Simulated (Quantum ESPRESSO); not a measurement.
# SnTe (F-43m) in Quantum ESPRESSO: further runs

Aim: see how the results for SnTe move with the level of theory and the settings. Levels: PBEsol, PBE. Tasks: phonons.

Program: Quantum ESPRESSO 7.5. These are calculated values, not measurements. Logs are shortened: lines on timing, memory, paths and dates and some standing lists are left out, and cuts for length are marked.

## Step 1: The crystal as given

It takes space group F-43m (No. 216, cubic). Conventional cell: a = 7.222 Å, b = 7.222 Å, c = 7.222 Å, α = 90.00°, β = 90.00°, γ = 90.00°. Te (site symmetry -43m) is surrounded by 4 Sn at 3.13 Å. Around Sn (site symmetry -43m) lie 4 Te at 3.13 Å.

Measurements of this composition are mostly on another form, of space group No. 225.

## Step 2: Phonons, PBEsol

Contents of pw.in:

```
&CONTROL
  calculation = 'scf'
  prefix = 'pwscf'
  outdir = './tmp'
  pseudo_dir = './pseudo'
  tprnfor = .true.
  tstress = .true.
  disk_io = 'low'
/
&SYSTEM
  ibrav = 0
  nat = 2
  ntyp = 2
  ecutwfc = 68
  ecutrho = 544
  nbnd = 16
  occupations = 'smearing'
  smearing = 'fd'
  degauss = 0.00367493
/
&ELECTRONS
  conv_thr = 4d-10
  electron_maxstep = 120
  mixing_beta = 0.5
/
ATOMIC_SPECIES
Te   127.6000 te_pbesol_v1.uspp.F.UPF
Sn   118.7100 sn_pbesol_v1.4.uspp.F.UPF
CELL_PARAMETERS angstrom
   0.0000000000    3.6111460000    3.6111460000
   3.6111460000    0.0000000000    3.6111460000
   3.6111460000    3.6111460000    0.0000000000
ATOMIC_POSITIONS crystal
Te     0.2500000000    0.2500000000    0.2500000000
Sn     0.0000000000    0.0000000000    0.0000000000
K_POINTS automatic
6 6 6 1 1 1
```

Contents of relax.in:

```
&CONTROL
  calculation = 'vc-relax'
  prefix = 'pwscf'
  outdir = './tmp'
  pseudo_dir = './pseudo'
  tprnfor = .true.
  tstress = .true.
  disk_io = 'low'
  nstep = 40
  forc_conv_thr = 0.0001
  etot_conv_thr = 1d-06
/
&SYSTEM
  ibrav = 0
  nat = 2
  ntyp = 2
  ecutwfc = 68
  ecutrho = 544
  nbnd = 16
  occupations = 'smearing'
  smearing = 'fd'
  degauss = 0.00367493
/
&ELECTRONS
  conv_thr = 4d-10
  electron_maxstep = 120
  mixing_beta = 0.5
/
&IONS
  ion_dynamics = 'bfgs'
/
&CELL
  cell_dynamics = 'bfgs'
  press = 0
  press_conv_thr = 0.2
/
ATOMIC_SPECIES
Te   127.6000 te_pbesol_v1.uspp.F.UPF
Sn   118.7100 sn_pbesol_v1.4.uspp.F.UPF
CELL_PARAMETERS angstrom
   0.0000000000    3.6111460000    3.6111460000
   3.6111460000    0.0000000000    3.6111460000
   3.6111460000    3.6111460000    0.0000000000
ATOMIC_POSITIONS crystal
Te     0.2500000000    0.2500000000    0.2500000000
Sn     0.0000000000    0.0000000000    0.0000000000
K_POINTS automatic
6 6 6 1 1 1
```

Contents of gamma.in:

```
&CONTROL
  calculation = 'bands'
  prefix = 'pwscf'
  outdir = './tmp'
  pseudo_dir = './pseudo'
  disk_io = 'low'
  verbosity = 'high'
/
&SYSTEM
  ibrav = 0
  nat = 2
  ntyp = 2
  ecutwfc = 68
  ecutrho = 544
  nbnd = 16
  occupations = 'smearing'
  smearing = 'fd'
  degauss = 0.00367493
/
&ELECTRONS
  conv_thr = 1d-08
  electron_maxstep = 120
  mixing_beta = 0.5
  diago_full_acc = .true.
  startingwfc = 'random'
/
ATOMIC_SPECIES
Te   127.6000 te_pbesol_v1.uspp.F.UPF
Sn   118.7100 sn_pbesol_v1.4.uspp.F.UPF
CELL_PARAMETERS angstrom
   0.0000000000    3.5335887876    3.5335887876
   3.5335887876    0.0000000000    3.5335887876
   3.5335887876    3.5335887876    0.0000000000
ATOMIC_POSITIONS crystal
Te     0.2500000000    0.2500000000    0.2500000000
Sn     0.0000000000    0.0000000000    0.0000000000
K_POINTS crystal
1
0.0 0.0 0.0 1
```

Contents of scf2.in:

```
&CONTROL
  calculation = 'scf'
  prefix = 'pwscf'
  outdir = './tmp'
  pseudo_dir = './pseudo'
  tprnfor = .true.
  tstress = .true.
  disk_io = 'low'
/
&SYSTEM
  ibrav = 0
  nat = 2
  ntyp = 2
  ecutwfc = 68
  ecutrho = 544
  nbnd = 16
  occupations = 'fixed'
/
&ELECTRONS
  conv_thr = 1d-13
  electron_maxstep = 120
  mixing_beta = 0.5
  startingpot = 'file'
/
ATOMIC_SPECIES
Te   127.6000 te_pbesol_v1.uspp.F.UPF
Sn   118.7100 sn_pbesol_v1.4.uspp.F.UPF
CELL_PARAMETERS angstrom
   0.0000000000    3.5335887876    3.5335887876
   3.5335887876    0.0000000000    3.5335887876
   3.5335887876    3.5335887876    0.0000000000
ATOMIC_POSITIONS crystal
Te     0.2500000000    0.2500000000    0.2500000000
Sn     0.0000000000    0.0000000000    0.0000000000
K_POINTS automatic
6 6 6 1 1 1
```

Contents of ph.in:

```
phonons of SnTe
&INPUTPH
  prefix = 'pwscf'
  outdir = './tmp'
  tr2_ph = 1d-18
  fildyn = 'dyn'
  niter_ph = 90
  alpha_mix(1) = 0.7
  epsil = .true.
/
0.0000000000 0.0000000000 0.0000000000
```

Contents of dynmat.in:

```
&INPUT
  fildyn = 'dyn'
  asr = 'crystal'
  lperm = .true.
  filout = 'dynmat.disp'
  fileig = 'dynmat.eig'
/
```

Contents of dynmat_lo.in:

```
&INPUT
  fildyn = 'dyn'
  asr = 'crystal'
  filout = 'dynmat_lo.disp'
  fileig = 'dynmat_lo.eig'
  q(1) = 0
  q(2) = 0
  q(3) = 1
/
```

Potentials or basis: GBRV 1.5 PBEsol.

Run with:

```bash
OMP_NUM_THREADS=1 pw.x -in pw.in > pw.out
OMP_NUM_THREADS=1 pw.x -in relax.in > relax.out
OMP_NUM_THREADS=1 pw.x -in gamma.in > gamma.out
OMP_NUM_THREADS=1 pw.x -in scf2.in > scf2.out
OMP_NUM_THREADS=1 ph.x -in ph.in > ph.out
OMP_NUM_THREADS=1 dynmat.x -in dynmat.in > dynmat.out
OMP_NUM_THREADS=1 dynmat.x -in dynmat_lo.in > dynmat_lo.out
```

pw.out:

```text
This program is part of the open-source Quantum ESPRESSO suite
     for quantum simulation of materials; please cite
[... 9 lines left out ...]
     --------------------
     sticks:   dense  smooth     PW     G-vecs:    dense   smooth      PW
     Sum        3481    1759    511               135995    48119    7631

     Using Slab Decomposition

     bravais-lattice index     =            0
     lattice parameter (alat)  =       9.6507  a.u.
     unit-cell volume          =     635.5676 (a.u.)^3
     number of atoms/cell      =            2
     number of atomic types    =            2
     number of electrons       =        20.00
     number of Kohn-Sham states=           16
     kinetic-energy cutoff     =      68.0000  Ry
     charge density cutoff     =     544.0000  Ry
     scf convergence threshold =      4.0E-10
     mixing beta               =       0.5000
     number of iterations used =            8  plain     mixing
     Exchange-correlation= SLA  PW   PSX  PSC
                           (   1   4  10   8   0   0   0)

     celldm(1)=   9.650702  celldm(2)=   0.000000  celldm(3)=   0.000000
     celldm(4)=   0.000000  celldm(5)=   0.000000  celldm(6)=   0.000000

     crystal axes: (cart. coord. in units of alat)
               a(1) = (   0.000000   0.707107   0.707107 )
               a(2) = (   0.707107   0.000000   0.707107 )
               a(3) = (   0.707107   0.707107   0.000000 )

     reciprocal axes: (cart. coord. in units 2 pi/alat)
               b(1) = ( -0.707107  0.707107  0.707107 )
               b(2) = (  0.707107 -0.707107  0.707107 )
               b(3) = (  0.707107  0.707107 -0.707107 )

     PseudoPot. # 1 for Te read from file:
     te_pbesol_v1.uspp.F.UPF
     Pseudo is Ultrasoft + core correction, Zval =  6.0
     Generated by new atomic code, or converted to UPF format
     Using radial grid of  891 points,  5 beta functions with:
                l(1) =   0
                l(2) =   0
                l(3) =   1
                l(4) =   1
                l(5) =   2
     Q(r) pseudized with  6 coefficients,  rinner =    1.800   1.800   1.800
                                                       1.800   1.800

     PseudoPot. # 2 for Sn read from file:
     sn_pbesol_v1.4.uspp.F.UPF
     Pseudo is Ultrasoft + core correction, Zval = 14.0
     Generated by new atomic code, or converted to UPF format
     Using radial grid of  891 points,  6 beta functions with:
                l(1) =   0
                l(2) =   0
                l(3) =   1
                l(4) =   1
                l(5) =   2
                l(6) =   2
     Q(r) pseudized with  8 coefficients,  rinner =    1.350   1.350   1.350
                                                       1.350   1.350

     atomic species   valence    mass     pseudopotential
     Te                6.00   127.60000     Te( 1.00)
     Sn               14.00   118.71000     Sn( 1.00)

     24 Sym. Ops. (no inversion) found

   Cartesian axes

     site n.     atom                  positions (alat units)
         1        Te     tau(   1) = (   0.3535534   0.3535534   0.3535534  )
         2        Sn     tau(   2) = (   0.0000000   0.0000000   0.0000000  )

     number of k points=    28  Fermi-Dirac smearing, width (Ry)=  0.0037
                       cart. coord. in units 2pi/alat
        k(    1) = (   0.0589256   0.0589256   0.0589256), wk =   0.0185185
        k(    2) = (   0.1767767   0.1767767  -0.0589256), wk =   0.0555556
        k(    3) = (   0.2946278   0.2946278  -0.1767767), wk =   0.0555556
        k(    4) = (  -0.2946278  -0.2946278   0.4124790), wk =   0.0555556
        k(    5) = (  -0.1767767  -0.1767767   0.2946278), wk =   0.0555556
        k(    6) = (  -0.0589256  -0.0589256   0.1767767), wk =   0.0555556
[... 20 lines left out ...]
        k(   27) = (   0.2946278   0.2946278   0.2946278), wk =   0.0185185
        k(   28) = (  -0.2946278  -0.2946278   0.8838835), wk =   0.0555556

     Dense  grid:   135995 G-vectors     FFT dimensions: (  72,  72,  72)

     Smooth grid:    48119 G-vectors     FFT dimensions: (  54,  54,  54)

     Initial potential from superposition of free atoms

     starting charge      18.9998, renormalised to      20.0000
     Starting wfcs are   13 randomized atomic wfcs +    3 random wfcs

     Self-consistent Calculation

     iteration #  1     ecut=    68.00 Ry     beta= 0.50
     Davidson diagonalization with overlap
     ethr =  1.00E-02,  avg # of iterations =  9.1

     total energy              =    -185.16592790 Ry
     estimated scf accuracy    <       0.66246652 Ry

     iteration #  2     ecut=    68.00 Ry     beta= 0.50
     Davidson diagonalization with overlap
     ethr =  3.31E-03,  avg # of iterations =  2.0
[... 11 lines left out ...]
     iteration #  4     ecut=    68.00 Ry     beta= 0.50
     Davidson diagonalization with overlap
     ethr =  2.36E-05,  avg # of iterations =  6.4

     total energy              =    -185.34163020 Ry
     estimated scf accuracy    <       0.00052437 Ry

     iteration #  5     ecut=    68.00 Ry     beta= 0.50
     Davidson diagonalization with overlap
     c_bands:  1 eigenvalues not converged
     ethr =  2.62E-06,  avg # of iterations =  4.2

     total energy              =    -185.34172729 Ry
     estimated scf accuracy    <       0.00001471 Ry

     iteration #  6     ecut=    68.00 Ry     beta= 0.50
     Davidson diagonalization with overlap
     ethr =  7.36E-08,  avg # of iterations =  4.6

     total energy              =    -185.34174386 Ry
     estimated scf accuracy    <       0.00000152 Ry
[... 19 lines left out ...]
     total energy              =    -185.34174545 Ry
     estimated scf accuracy    <          9.3E-10 Ry

     iteration # 10     ecut=    68.00 Ry     beta= 0.50
     Davidson diagonalization with overlap
     ethr =  4.63E-12,  avg # of iterations =  4.1

     End of self-consistent calculation

          k = 0.0589 0.0589 0.0589 (  6021 PWs)   bands (ev):

   -17.8661 -17.8659 -17.8659 -17.8570 -17.8570  -7.6529  -1.4969   1.8947
     1.8947   1.9849   4.8886   4.9266   4.9266   8.1246  10.0390  10.0390

          k = 0.1768 0.1768-0.0589 (  6025 PWs)   bands (ev):

   -17.8666 -17.8656 -17.8654 -17.8570 -17.8568  -7.5060  -2.0986   1.4464
     1.7804   2.2532   5.0328   5.1372   5.5762   9.0355   9.3773   9.8447
[... 63 lines left out ...]
   -17.8673 -17.8647 -17.8645 -17.8569 -17.8567  -7.1365  -3.1298   0.7874
     1.3024   2.6618   5.4111   5.9638   6.7224   9.4726   9.8618  10.6138

          k =-0.6482 0.0589 0.0589 (  5994 PWs)   bands (ev):

   -17.8691 -17.8634 -17.8633 -17.8576 -17.8561  -6.9444  -3.4807   0.6801
     0.7844   3.2419   4.0516   7.5184   7.5880   9.0678  10.3313  11.6993

          k =-0.5303 0.1768-0.0589 (  6025 PWs)   bands (ev):

   -17.8683 -17.8641 -17.8637 -17.8574 -17.8563  -7.0471  -3.2751   0.6270
     0.9184   3.3550   4.5190   6.5968   7.0510   9.0161  10.2091  11.4815

          k =-0.4125 0.0589 0.0589 (  6026 PWs)   bands (ev):

   -17.8680 -17.8643 -17.8643 -17.8574 -17.8564  -7.2490  -2.8250   1.0301
     1.1018   3.0804   4.2053   6.5024   6.5103   8.4154  10.4209  11.0859

          k = 0.1768 0.1768 0.1768 (  6024 PWs)   bands (ev):
[... 41 lines left out ...]
   -17.8671 -17.8648 -17.8648 -17.8568 -17.8568  -7.1900  -3.0464   1.4365
     1.4365   1.8317   5.6183   5.6183   6.9242   9.3528  10.3791  10.3795

          k =-0.2946-0.2946 0.8839 (  6017 PWs)   bands (ev):

   -17.8674 -17.8645 -17.8644 -17.8569 -17.8567  -7.0847  -3.2363   0.6343
     1.2760   2.7671   5.5399   6.0192   6.8540   9.2429  10.1759  10.3338

     the Fermi energy is     3.9027 ev

!    total energy              =    -185.34174546 Ry
     estimated scf accuracy    <          1.7E-10 Ry
     smearing contrib. (-TS)   =      -0.00012101 Ry
     internal energy E=F+TS    =    -185.34162445 Ry

     The total energy is F=E-TS. E is the sum of the following terms:
     one-electron contribution =     -99.25767011 Ry
     hartree contribution      =      58.45111858 Ry
     xc contribution           =     -56.72735509 Ry
     ewald contribution        =     -87.80771783 Ry

     convergence has been achieved in  10 iterations

     Forces acting on atoms (cartesian axes, Ry/au):

     atom    1 type  1   force =     0.00000000   -0.00000000   -0.00000000
     atom    2 type  2   force =    -0.00000000    0.00000000    0.00000000

     Total force =     0.000000     Total SCF correction =     0.000000

     Computing stress (Cartesian axis) and pressure

          total   stress  (Ry/bohr**3)                   (kbar)     P=      -14.79
  -0.00010051   0.00000000   0.00000000          -14.79        0.00        0.00
   0.00000000  -0.00010051   0.00000000            0.00      -14.79        0.00
   0.00000000   0.00000000  -0.00010051            0.00        0.00      -14.79

=------------------------------------------------------------------------------=
   JOB DONE.
=------------------------------------------------------------------------------=
```

Wall time 40 min (1 thread of Arm Neoverse V1, shared host); peak memory 0.55 GiB.

What came out:

```
Free energy                                             : -2521.7265 eV
Relaxed volume                                          : 44.12 Å³/atom
Relaxed cell                                            : a = 4.997 Å, b = 4.997 Å, c = 4.997 Å, α = 60.00°, β = 60.00°, γ = 60.00°
Space group after relaxing (to 0.05 Å)                  : F-43m (No. 216)
Pressure after relaxing                                 : 0.1 GPa
Electronic dielectric tensor (diagonal)                 : 15.12
Born charges (mean of the diagonal)                     : Te -2.19; Sn +2.20 e
Highest phonon frequency at Γ, LO-TO splitting left out : 110 cm⁻¹
Static dielectric tensor (diagonal)                     : 18.70
```

Step by step:
```
step  energy change (eV)  largest force (eV/Å)  pressure (GPa)  volume (Å³)
   1              0.0000                0.0000           -1.48        94.18
   2             -0.0062                0.0000           -1.33        93.47
   3             -0.0142                0.0000           -1.09        92.42
   4             -0.0230                0.0000           -0.70        90.85
   5             -0.0287                0.0000           -0.08        88.53
   6             -0.0288                0.0000            0.00        88.23
   7             -0.0288                0.0000            0.00        88.24
```

Final structure:
```cif
data_structure
_symmetry_space_group_name_H-M 'P 1'
_symmetry_Int_Tables_number 1
_cell_length_a 4.9972
_cell_length_b 4.9972
_cell_length_c 4.9972
_cell_angle_alpha 60.000
_cell_angle_beta 60.000
_cell_angle_gamma 60.000
_cell_volume 88.24
loop_
_atom_site_label
_atom_site_type_symbol
_atom_site_fract_x
_atom_site_fract_y
_atom_site_fract_z
_atom_site_occupancy
Te1 Te 0.25000 0.25000 0.25000 1
Sn1 Sn 0.00000 0.00000 0.00000 1
```

Phonon frequencies in cm⁻¹ (negative: imaginary):
| q point | frequencies |
| --- | --- |
| (0.000, 0.000, 0.000) | -2 -2 -2 110 110 110 |

Electronic dielectric tensor:
```
15.12  0.00  0.00
 0.00 15.12  0.00
 0.00  0.00 15.12
```

Born effective charge tensors (e):
atom 1, Te
```
-2.19  0.00  0.00
 0.00 -2.19  0.00
 0.00  0.00 -2.19
```
atom 2, Sn
```
2.20 0.00 0.00
0.00 2.20 0.00
0.00 0.00 2.20
```

Optical modes at Γ, degenerate ones joined, polar ones without the macroscopic field:
| cm⁻¹ | components | symmetry | active in | IR intensity, summed ((D/Å)²/amu) |
| --- | --- | --- | --- | --- |
| 110 | 3 | T2 | IR and Raman | 5.44 |

Zone-centre frequencies without and with the macroscopic field along z (cm⁻¹):
```tsv
	optical modes in rising order
without	110 110 110
with the field	110 110 123
```

Static dielectric tensor, electrons and zone-centre modes:
```
18.70  0.00  0.00
 0.00 18.70  0.00
 0.00  0.00 18.70
```

Caveat: the mesh is thin for the dielectric tensor, Born charges and intensities, which usually come out too large; the gap on the mesh is small and may close between mesh points, in which case fixed occupations spoil the response. The run has no spin-orbit coupling, so splittings on Te are missing.

(Continued in part 2 of 2.)
